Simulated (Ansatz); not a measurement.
Runs of Ansatz 0.2.0 on KF (Carobbiite). It takes space group Fm-3m (No. 225, cubic). Conventional cell: a = 5.344 Å, b = 5.344 Å, c = 5.344 Å, α = 90.00°, β = 90.00°, γ = 90.00°. K (site symmetry m-3m) has 6 F at 2.67 Å as nearest neighbours. Around F (site symmetry m-3m) lie 6 K at 2.67 Å. 

```csv
task,level,potentials or basis,k mesh,cutoff (eV),smearing,basis error allowed,gap on the mesh (eV),pressure (GPa),V0 of scaled cells (Å³/atom),B0 (GPa)
single point,HSE06,all-electron PAW datasets made for the crystal,6 × 6 × 6,310,fermi-dirac 0.05 eV,-,8.18,-,-,-
single point,PBEsol,"all-electron LAPW, scalar-relativistic",9 × 9 × 9,203,fermi-dirac 0.05 eV,0.001 eV/atom,(c),(b),-,-
equation of state,PBE,"all-electron LAPW, scalar-relativistic",9 × 9 × 9,-,fermi-dirac 0.05 eV,0.0005 eV/atom,-,-,19.91,29
single point,PBE,"all-electron LAPW, scalar-relativistic",6 × 6 × 6,187,fermi-dirac 0.02 eV,0.002 eV/atom,6.18,(a),-,-
equation of state,PBEsol,"all-electron LAPW, scalar-relativistic",9 × 9 × 9,-,fermi-dirac 0.05 eV,0.001 eV/atom,-,-,18.68,33
```

Alike in all rows: no spin polarisation; cell as given.

Task: Estimate the missing entries.

Result: (a) 1.4; (b) -0.7; (c) 6.04.

Caveats: an odd mesh through Γ misses points on the zone boundary, where band edges often lie (some runs).

Not every run made on this cell is shown here.
